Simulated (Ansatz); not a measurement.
# TaN/GaN/TaN under bias, part 4 of 4

Wanted: I(V) for TaN/GaN/TaN. Both electrodes are TaN rock salt(111); the barrier is GaN zinc blende(111) (whole bilayers). In the first transport cell, after relaxation, the nearest pair of electrode and barrier is Ta–N at 2.06 Å, along the normal, at the lower face and Ta–Ga at 3.04 Å, at a slant, at the upper one. All share a net of side 3.171 Å, which strains the lower electrode by +1.5 % and the barrier by -1.4 %, against typed lattice constants near PBE's. The first steps treat the bulk electrodes alone.

Ansatz 0.2.0; PBE DFT, plane waves, PAW files (the session's first sound run).

So far. Step 3 (Relaxation): The largest force component on a free atom ends at 0.038 eV/Å. The work functions of the outer faces are 5.63 and 5.74 eV. Step 4 (Current against voltage): All 5 points reached self-consistency. On every other mesh point the currents change by up to 30 %. The leads' potential repeats within 34 meV.

### 5. T(E) of the junction

This step: PBE DFT, plane waves, PAW files; ballistic transmission by layer matching between semi-infinite leads (Ansatz 0.2.0).

System of this step: TaN/GaN/TaN. The cell holds 38 atoms: 16 Ta, 18 N and 4 Ga. Its edges and angles: a = 3.171 Å, b = 3.171 Å, c = 62.250 Å, α = 90.0°, β = 90.0°, γ = 120.0°. Regions: left electrode, 15 atoms (8 Ta and 7 N); barrier, 8 atoms (4 N and 4 Ga); right electrode, 15 atoms (8 Ta and 7 N). Vacuum lies along c.

The relaxed core is set between ideal electrode layers (this cell holds 8 atomic planes between the electrodes; where that differs from the relaxed slab, whole periods were copied in or cut out without a new relaxation), which the solver continues as semi-infinite leads. A wide energy window on a coarse mesh (12×12) shows where the Fermi level lies against the barrier's bands; the projected density of states shows how far the metals' states reach in.

Input file input.yaml:

```yaml
crystal:
  lattice:
    - [3.171, 0.0, 0.0]
    - [-1.5855, 2.7461665554, 0.0]
    - [0.0, 0.0, 62.2502464761]
  atoms:
    - { symbol: Ta, position: [0.33333333, 0.66666667, 0.112449354] }
    - { symbol: "N", position: [0.66666667, 0.33333333, 0.1325302069] }
    - { symbol: Ta, position: [0.0, 0.0, 0.1526110599] }
    - { symbol: "N", position: [0.33333333, 0.66666667, 0.1726919128] }
    - { symbol: Ta, position: [0.66666667, 0.33333333, 0.1927727658] }
    - { symbol: "N", position: [0.0, 0.0, 0.2128536187] }
    - { symbol: Ta, position: [0.33333333, 0.66666667, 0.2329344717] }
    - { symbol: "N", position: [0.66666667, 0.33333333, 0.2530153246] }
    - { symbol: Ta, position: [0.0, 0.0, 0.2730961776] }
    - { symbol: "N", position: [0.33333333, 0.66666667, 0.2931770305] }
    - { symbol: Ta, position: [0.66666667, 0.33333333, 0.3132578835] }
    - { symbol: "N", position: [0.0, 0.0, 0.3333387365] }
    - { symbol: Ta, position: [0.33333333, 0.66666667, 0.3534195894] }
    - { symbol: "N", position: [0.66666667, 0.33333333, 0.3735004424] }
    - { symbol: Ta, position: [0.0, 0.0, 0.3948772237] }
    - { symbol: "N", position: [0.0, 0.0, 0.4279586573] }
    - { symbol: Ga, position: [0.33333333, 0.66666667, 0.4389696151] }
    - { symbol: "N", position: [0.33333333, 0.66666667, 0.4702794133] }
    - { symbol: Ga, position: [0.66666667, 0.33333333, 0.4815058241] }
    - { symbol: "N", position: [0.66666667, 0.33333333, 0.5127633172] }
    - { symbol: Ga, position: [0.0, 0.0, 0.523989728] }
    - { symbol: "N", position: [0.0, 0.0, 0.5552472212] }
    - { symbol: Ga, position: [0.33333333, 0.66666667, 0.5678836618] }
    - { symbol: Ta, position: [0.66666667, 0.33333333, 0.6067826885] }
    - { symbol: "N", position: [0.0, 0.0, 0.6264995576] }
    - { symbol: Ta, position: [0.33333333, 0.66666667, 0.6465804106] }
    - { symbol: "N", position: [0.66666667, 0.33333333, 0.6666612635] }
    - { symbol: Ta, position: [0.0, 0.0, 0.6867421165] }
    - { symbol: "N", position: [0.33333333, 0.66666667, 0.7068229695] }
    - { symbol: Ta, position: [0.66666667, 0.33333333, 0.7269038224] }
    - { symbol: "N", position: [0.0, 0.0, 0.7469846754] }
    - { symbol: Ta, position: [0.33333333, 0.66666667, 0.7670655283] }
    - { symbol: "N", position: [0.66666667, 0.33333333, 0.7871463813] }
    - { symbol: Ta, position: [0.0, 0.0, 0.8072272342] }
    - { symbol: "N", position: [0.33333333, 0.66666667, 0.8273080872] }
    - { symbol: Ta, position: [0.66666667, 0.33333333, 0.8473889401] }
    - { symbol: "N", position: [0.0, 0.0, 0.8674697931] }
    - { symbol: Ta, position: [0.33333333, 0.66666667, 0.887550646] }
kpoints:
  mp_grid: { grid: [12, 12, 1] }
scf:
  occupations: { method: fermi_dirac, width: 0.1 }
  max_iter: 150
hamiltonian:
  xc: pbe
output:
  transmission:
    kmesh: [12, 12]
    e_range: [-2, 3]
    de: 0.1
    leads: [[6, 8], [30, 32]]
  dos: { projected: true, e_range: [-6, 5], de: 0.05 }
  write_potential: true
  write_density: true
  volumetric_format: npy
```

The run is started by

```bash
> ansatz run input.yaml --threads 4 --pin off --max-ram 16384MiB --backend cpu --events-out ev --progress --plain --runs-dir out
```

Numbers of over 12 decimals in the logs are rounded to 6 here.

Output:

```text
[...]
Crystal: 38 atoms, lattice volume = 542.081 Å³
Basis set: ecut = 420 eV, 10565 PW (Γ)
Bands: 213, of which v1, the nominal top of the filled ones, is band 175 counted from 1 (174 counted from 0)
Symmetry: 6 space group operations
[...]
k-points: 19 of 144 (time reversal used)
[...]
SCF iter   1: F=—  HF=-180983.681679 eV  |F-HF|=—  |Δ(HF+E_count)|=         —  Δρ=1.15e-2  dr2=7.85e1  ethr=1.77e-3  ⟨swp⟩=7.5  Hψ=18746  notcnv=0  defer=4
[...]
SCF iter  10: F=-180983.192880 eV  HF=-180983.192880 eV  |F-HF|=1.33e-8  |Δ(HF+E_count)|=   7.45e-9  Δρ=8.15e-7  dr2=1.61e-8  ethr=2.86e-11  ⟨swp⟩=13.6  Hψ=12848  notcnv=0
SCF 1 converged in 10 iterations: F = -180983.192880 eV  dr2 = 1.61e-8
[...]
transmission: 100 of 988 steps passed
transmission: 200 of 988 steps passed
[...]
transmission: 988 of 988 steps passed
[...]
SCF converged after 10 iterations
Free energy (F): -180983.192880 eV
[...]
Internal energy: -180982.679309 eV  (E = F + TS)
E sigma→0 (E₀):  -180982.936094 eV
Entropy (-TS):   -0.513572 eV (-13.515 meV/atom)
Fermi energy:    14.068638 eV
[...]
--- Band table (eV; the first three rows and the last of 19) ---
  k-point 0: bands = [... 171 lower, 12.8957, 12.9061, 12.9605, 12.9605, 13.0482, 13.0482, 13.0856, 13.2339, ... 34 higher]
  k-point 1: bands = [... 171 lower, 12.9631, 12.9993, 13.0679, 13.1000, 13.1415, 13.1600, 13.3668, 13.4027, ... 34 higher]
  k-point 2: bands = [... 171 lower, 13.1436, 13.2421, 13.2894, 13.3778, 13.6026, 13.6259, 13.6752, 13.6941, ... 34 higher]
  k-point 18: bands = [... 171 lower, 13.7050, 13.7415, 13.7763, 14.0145, 14.0916, 14.1691, 14.3278, 14.4023, ... 34 higher]
--- Transmission ---
  basis      : 85 plane waves across, 52 finite elements along
  points     : 19, standing for a mesh of 12 x 12
  energies   : 51 from -2.000000 to 3.000000 eV about the Fermi level, 0.100000 eV apart; the leads are filled to 0.000000 eV, and channels, transmission and decay are at 0.000000 eV
  crystal 0  : Ta1N1, at the sites [6, 8], period 2.5001 Å, over 17.50 Å; its Hamiltonian steps by up to 42.1 meV: too much for a lead, lay more layers or, if its atoms are ordered, name the step of that order
    offset         : up to 0.0000 Å between an atom of the period and one for which it stands
    channels       : 1.833333e0 a spin
    conductance    : none, the energies end too early or step too widely for 300 K: set another output.transmission.e_range or a lower de, or, where they end at an eighth of basis.ecutwfc, a higher one
  crystal 1  : N1Ta1, at the sites [30, 32], period 2.5001 Å, over 17.50 Å; its Hamiltonian steps by up to 43.8 meV: too much for a lead, lay more layers or, if its atoms are ordered, name the step of that order
[...]
channels       : 1.833333e0 a spin
[...]
junction   : crystal 0 to crystal 1, 16.89 to 45.36 Å
    transmission   : 1.142455e-2 a spin
[...]
```

Wall time 3.5 min (4 threads of Arm Neoverse V1, shared host); peak memory 3.9 GiB; 14 min of CPU time.

Numbers from this step:

| Item | Value |
| --- | --- |
| free energy | -180983.1929 eV |
| Fermi energy | 14.07 eV |
| level to which the leads are filled | 0 eV from the Fermi level |
| transmission at the Fermi level (a spin, zone mean) | 0.01142 |
| channels of the lower lead | 1.833 |
| channels of the upper lead | 1.833 |
| potential step in the lower lead | 42.1 meV |
| potential step in the upper lead | 43.8 meV |

One spin. Table of transmission, zone mean by energy, zero at the Fermi level:

energy (eV), transmission, zone mean and a bar:
```
    -2.00      0.061 ################
    -1.80      0.112 ##############################
    -1.50      0.027 #######
    -1.30      0.020 #####
    -1.00      0.003 
    -0.80      0.002 
    -0.60      0.002 
    -0.30      0.006 #
    -0.10      0.004 #
     0.00      0.011 ###
     0.10      0.064 #################
     0.20      0.100 ###########################
     0.40      0.002 
     0.60      0.002 
     0.90      0.003 
     1.10      0.006 #
     1.30      0.015 ####
     1.50      0.043 ###########
     1.60      0.013 ###
     1.80      0.028 #######
     2.00      0.006 #
     2.30      0.017 ####
     2.50      0.028 #######
     2.80      0.033 #########
     3.00      0.106 ############################
```

One spin. The open channels, zone mean by energy, zero at the Fermi level:

```tsv
energy (eV)	lower lead	upper lead
-2.00	1.12	1.12
-1.80	1.24	1.24
-1.50	1.33	1.33
-1.30	1.42	1.42
-1.00	1.5	1.5
-0.80	1.71	1.71
-0.60	1.71	1.71
-0.30	1.92	1.92
-0.10	1.88	1.88
0.00	1.83	1.83
0.10	1.93	1.93
0.40	1.72	1.72
0.60	2.10	2.10
0.90	2.39	2.39
1.10	2.47	2.47
1.30	2.64	2.64
1.60	3.35	3.35
1.80	3.40	3.44
2.00	3.60	3.60
2.30	3.35	3.35
2.50	2.71	2.71
2.80	2.5	2.5
3.00	2.58	2.58
```

Transmission over k1 and k2. At 0.0000 eV from the Fermi level.

Ten even steps from '_' (0.000) to '@' (0.130):
```
__::..____..::__@@____@@
....__________....______
________________________
..__________________..@@
__..________________..__
__::________..________::
____..________________..
..@@..__________________
________________________
..______....__________..
__@@____@@__::..____..::
____..__..______..__..__
```
Columns: k1 (b1) from -0.5 to 0.417; rows upwards: k2 (b2) from -0.5 to 0.417.

Open channels of the lower lead over k1 and k2. At 0.0000 eV from the Fermi level.

Values, 12 rows by 12 columns:
```
1.00 1.00 2.00 1.00 1.00 2.00 1.00 1.00 1.00 2.00 2.00 1.00
1.00 2.00 1.00 2.00 1.00 2.00 1.00 2.00 1.00 2.00 3.00 2.00
2.00 1.00 2.00 3.00 3.00 3.00 3.00 2.00 1.00 2.00 2.00 2.00
1.00 1.00 1.00 3.00 3.00 3.00 3.00 3.00 1.00 1.00 1.00 1.00
1.00 2.00 2.00 3.00 3.00 3.00 3.00 3.00 3.00 2.00 2.00 1.00
1.00 1.00 1.00 3.00 3.00 3.00 3.00 3.00 3.00 3.00 1.00 1.00
1.00 1.00 2.00 2.00 3.00 3.00 3.00 3.00 3.00 3.00 2.00 2.00
1.00 1.00 1.00 1.00 1.00 3.00 3.00 3.00 3.00 3.00 1.00 1.00
2.00 2.00 2.00 2.00 1.00 2.00 3.00 3.00 3.00 3.00 2.00 1.00
1.00 2.00 3.00 2.00 1.00 2.00 1.00 2.00 1.00 2.00 1.00 2.00
1.00 1.00 2.00 2.00 1.00 1.00 1.00 2.00 1.00 1.00 2.00 1.00
1.00 1.00 1.00 2.00 1.00 1.00 1.00 1.00 1.00 2.00 1.00 1.00
```
Columns: k1 (b1) from -0.5 to 0.417; rows upwards: k2 (b2) from -0.5 to 0.417.

Projected DOS an atom over height of the atomic layer and energy from the Fermi level. Layers: Ta N Ta N Ta N Ta N Ta N Ta N Ta N Ta N Ga N Ga N Ga N Ga Ta N Ta N Ta N Ta N Ta N Ta N Ta N Ta; projections on atoms miss part of the total, and the computed bands can run out at the top of the range; a column is the mean of 3 neighbouring layers, the last of those left over.

Ten even steps from '_' (0.01 states/eV) to '@' (1.28 states/eV), each cell a mean:
```
##++##==##____::==%%==%%**
@@++%%++%%____--++%%==%%**
%%==%%++**____--**%%++%%##
##--++--++____--==++--++**
**--++--++____::--++--++++
==::==::==____--::==::====
==::--::++____==::--::--==
**::--::==____::..--::--##
++::--::--____::..==::--##
==..::..::____::..::..::==
==..::..::..::++..::..::==
--..::..::::--##..::..::--
::......::::::==..........
::......::++--==..........
..__..__..**==--....__..__
________..**==--__________
________..++----__________
________..++----__________
______....--::..____..____
..::..::::++::..::..::....
::==::--==--....--::------
========++....::**--====**
```
Columns: height of the atomic layer (Å) from 8.25 to 54.6 (not evenly spaced); rows upwards: energy from the Fermi level (eV) from -6 to 2.45.

At the Fermi level the transmission is 0.011, as a zone mean for one spin on this coarse mesh. At the Fermi level the layers of this cell's barrier hold from 0.016 to 0.16 states an eV and atom. In the worse lead the potential repeats within 44 meV, which the program flags as too much for a lead, so G carries that doubt.

### 6. A repeat with changed settings

This step: PBE DFT, plane waves, PAW files; current against voltage, self-consistent between two reservoirs; changed: output.current_voltage.leads = [[33, 35], [7, 9]] (Ansatz 0.2.0).

System of this step: TaN/GaN/TaN. The cell holds 42 atoms: 18 Ta, 20 N and 4 Ga. Cell: a = 3.171 Å, b = 3.171 Å, c = 67.250 Å, α = 90.0°, β = 90.0°, γ = 120.0°. Regions: left electrode, 17 atoms (9 Ta and 8 N); barrier, 8 atoms (4 N and 4 Ga); right electrode, 17 atoms (9 Ta and 8 N). Vacuum lies along c.

The setting was drawn as a possible misstep, on purpose. Where the input is shown as a difference, that is against the step before, not the twin.

Input file input.yaml:

```yaml
crystal:
  lattice:
    - [3.171, 0.0, 0.0]
    - [-1.5855, 2.7461665554, 0.0]
    - [0.0, 0.0, 67.2503986594]
  atoms:
    - { symbol: Ta, position: [0.66666667, 0.33333333, 0.1040886023] }
    - { symbol: "N", position: [0.0, 0.0, 0.1226764184] }
    - { symbol: Ta, position: [0.33333333, 0.66666667, 0.1412642346] }
    - { symbol: "N", position: [0.66666667, 0.33333333, 0.1598520507] }
    - { symbol: Ta, position: [0.0, 0.0, 0.1784398669] }
    - { symbol: "N", position: [0.33333333, 0.66666667, 0.197027683] }
    - { symbol: Ta, position: [0.66666667, 0.33333333, 0.2156154991] }
    - { symbol: "N", position: [0.0, 0.0, 0.2342033153] }
    - { symbol: Ta, position: [0.33333333, 0.66666667, 0.2527911314] }
    - { symbol: "N", position: [0.66666667, 0.33333333, 0.2713789476] }
    - { symbol: Ta, position: [0.0, 0.0, 0.2899667637] }
    - { symbol: "N", position: [0.33333333, 0.66666667, 0.3085545799] }
    - { symbol: Ta, position: [0.66666667, 0.33333333, 0.327142396] }
    - { symbol: "N", position: [0.0, 0.0, 0.3457302122] }
    - { symbol: Ta, position: [0.33333333, 0.66666667, 0.3643180283] }
    - { symbol: "N", position: [0.66666667, 0.33333333, 0.3829058444] }
    - { symbol: Ta, position: [0.0, 0.0, 0.402693235] }
    - { symbol: "N", position: [0.0, 0.0, 0.4333150222] }
    - { symbol: Ga, position: [0.33333333, 0.66666667, 0.4435073014] }
    - { symbol: "N", position: [0.33333333, 0.66666667, 0.4724891765] }
    - { symbol: Ga, position: [0.66666667, 0.33333333, 0.4828808894] }
    - { symbol: "N", position: [0.66666667, 0.33333333, 0.5118143484] }
    - { symbol: Ga, position: [0.0, 0.0, 0.5222060614] }
    - { symbol: "N", position: [0.0, 0.0, 0.5511395204] }
    - { symbol: Ga, position: [0.33333333, 0.66666667, 0.5628364257] }
    - { symbol: Ta, position: [0.66666667, 0.33333333, 0.5988432606] }
    - { symbol: "N", position: [0.0, 0.0, 0.6170941556] }
    - { symbol: Ta, position: [0.33333333, 0.66666667, 0.6356819717] }
    - { symbol: "N", position: [0.66666667, 0.33333333, 0.6542697878] }
    - { symbol: Ta, position: [0.0, 0.0, 0.672857604] }
    - { symbol: "N", position: [0.33333333, 0.66666667, 0.6914454201] }
    - { symbol: Ta, position: [0.66666667, 0.33333333, 0.7100332363] }
    - { symbol: "N", position: [0.0, 0.0, 0.7286210524] }
    - { symbol: Ta, position: [0.33333333, 0.66666667, 0.7472088686] }
    - { symbol: "N", position: [0.66666667, 0.33333333, 0.7657966847] }
    - { symbol: Ta, position: [0.0, 0.0, 0.7843845009] }
    - { symbol: "N", position: [0.33333333, 0.66666667, 0.802972317] }
    - { symbol: Ta, position: [0.66666667, 0.33333333, 0.8215601331] }
    - { symbol: "N", position: [0.0, 0.0, 0.8401479493] }
    - { symbol: Ta, position: [0.33333333, 0.66666667, 0.8587357654] }
    - { symbol: "N", position: [0.66666667, 0.33333333, 0.8773235816] }
    - { symbol: Ta, position: [0.0, 0.0, 0.8959113977] }
kpoints:
  mp_grid: { grid: [12, 12, 1] }
scf:
  occupations: { method: fermi_dirac, width: 0.1 }
  max_iter: 150
hamiltonian:
  xc: pbe
output:
  current_voltage:
    bias: [0.3, 1.0, -0.3, -1.0]
    kmesh: [18, 18]
    leads: [[33, 35], [7, 9]]
    electrode_ends: [16, 25]
  write_potential: true
  write_density: true
  volumetric_format: npy
```

Output:

```text
Error: inconsistent input (output.current_voltage, crystal): the cell leaves 2.421 Å of vacuum along the normal of its first two vectors, and 10 Å are needed to part the ends of the two leads (14 Å serve well). It is the widest gap over the second lead that is listed
```

It took 0.06 s on 4 threads; peak memory 0.082 GiB.

The input was rejected at the start.

The program's message: “Error: inconsistent input (output.current_voltage, crystal): the cell leaves 2.421 Å of vacuum along the normal of its first two vectors, and 10 Å are needed to part the ends of the two leads (14 Å se …”

The change that led to it: output.current_voltage.leads = [[33, 35], [7, 9]].

### 7. Summary of results

| Quantity | Value |
| --- | --- |
| conductance at zero bias | 3.0e13 S/m² |
| current density at -1 V | -1.8e12 A/m² |
| current density at -0.3 V | -2.0e12 A/m² |
| current density at +0.3 V | 3.3e12 A/m² |
| current density at +1 V | 2.8e12 A/m² |

What this shows: At 1 V the junction carries 2.8e12 A/m². Against the linear law (zero-bias conductance times bias) the currents are 0.060 (-1 V), 0.22 (-0.3 V), 0.36 (+0.3 V) and 0.092 (+1 V) times as large. At the Fermi level the layers of the barrier in the wide-window run (8 planes) hold from 0.016 to 0.16 states an eV and atom. The forward current is 1.6 times the reverse one at ±0.3 V and 1.5 times the reverse one at ±1 V. Between -1 and -0.3 V, and between +0.3 and +1 V the size of the current falls as the size of the bias grows: a negative differential resistance, if the mesh is fine enough to trust it. On every other mesh point the current differs by up to 30 %, and the leads' misfit reaches 34 meV; ratios near 1 within such errors aren't resolved. Between 99 and 99 % of the bias drops across the junction. No spin-orbit coupling, phonons, disorder or image charges enter; the interfaces are ordered, one cell wide and lattice-matched by strain. Semilocal gaps are too small, which can bring a band edge of the barrier nearer to the Fermi level than it is.

[Logs are printed without paths, hosts, clocks, repeated set-up lines and the standing remarks that a program may print on its own settings, such as how far it seeks lower states.]

[Hosts, paths, dates, database ids (printed as entryN), source tags and the programs' standing remarks are cut or masked in the printed files.]
